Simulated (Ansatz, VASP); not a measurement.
**Ru: VASP beside Ansatz**

The input INCAR:

```
PREC     = Accurate       # precision mode
ENCUT    = 520            # plane-wave cutoff, eV
EDIFF    = 1E-6           # SCF threshold, eV
ISMEAR   = 0              # smearing method
SIGMA    = 0.15           # smearing width, eV
LREAL    = False          # projectors in reciprocal space
LASPH    = True           # aspherical terms in the spheres
NELM     = 80             # most SCF steps
ALGO     = Fast           # electronic algorithm
ISIF     = 2              # what is computed and relaxed
LWAVE    = False          # write WAVECAR
LCHARG   = False          # write CHGCAR
GGA      = PS             # functional
NBANDS   = 21             # bands
```

Contents of KPOINTS:

```
regular mesh
0
Gamma
  21 21 12
```

File POSCAR:

```
Ru
1.0
    2.7320252216      0.0000000000      0.0000000000
   -1.3660126108      2.3660032457      0.0000000000
    0.0000000000      0.0000000000      4.3193199331
Ru
2
Direct
    0.3333333333      0.6666666667      0.2500000000
    0.6666666667      0.3333333333      0.7500000000
```

Input for Ansatz:

```yaml
crystal:
  lattice:
    - [2.7320252216, 0.0, 0.0]
    - [-1.3660126108, 2.3660032457, 0.0]
    - [0.0, 0.0, 4.3193199331]
  atoms:
    - { symbol: Ru, position: [0.3333333333, 0.6666666667, 0.25] }
    - { symbol: Ru, position: [0.6666666667, 0.3333333333, 0.75] }
basis:
  ecutwfc: 420
kpoints:
  mp_grid: { grid: [21, 21, 12] }
hamiltonian:
  xc: pbesol
  pseudopotentials: { kind: paw, azcp: { folder: soft_1 } }
scf:
  occupations: { method: gaussian, width: 0.15 }
output:
  forces: true
  stress: true
  eigenvalues: true
```

Alike in both runs: task single point; functional PBEsol; k mesh 21 × 21 × 12; occupations gaussian, width 0.15 eV; no spin polarisation.

```csv
,VASP,Ansatz
version,VASP 6.6.1,Ansatz 0.2.0
potentials or method,"VASP PAW PBE potentials, release 64 (Ru_pv)","scalar-relativistic, plane waves, PAW"
plane-wave cutoff (eV),520,420
valence electrons in the cell,28,32
```

|  | VASP | Ansatz | Ansatz less VASP |
| --- | --- | --- | --- |
| gap on the k mesh at the Fermi level (eV) | none | none | - |
| pressure (GPa) | -14.6 | -14.5 | +0.11 |
| largest component of the traceless stress (GPa) | 1.06 | 1.07 | +0.004 |

A gap of «none» marks a metal or a gap that the smearing closes. With one functional, cell and mesh, what is left measures potentials, basis and numerics. The two sets of potentials don't hold the same shells in valence. Ansatz warned: «pseudo_functional_mismatch».

Caveats: the PAW data sets were made with another functional, which shifts forces and pressure a little (VASP).
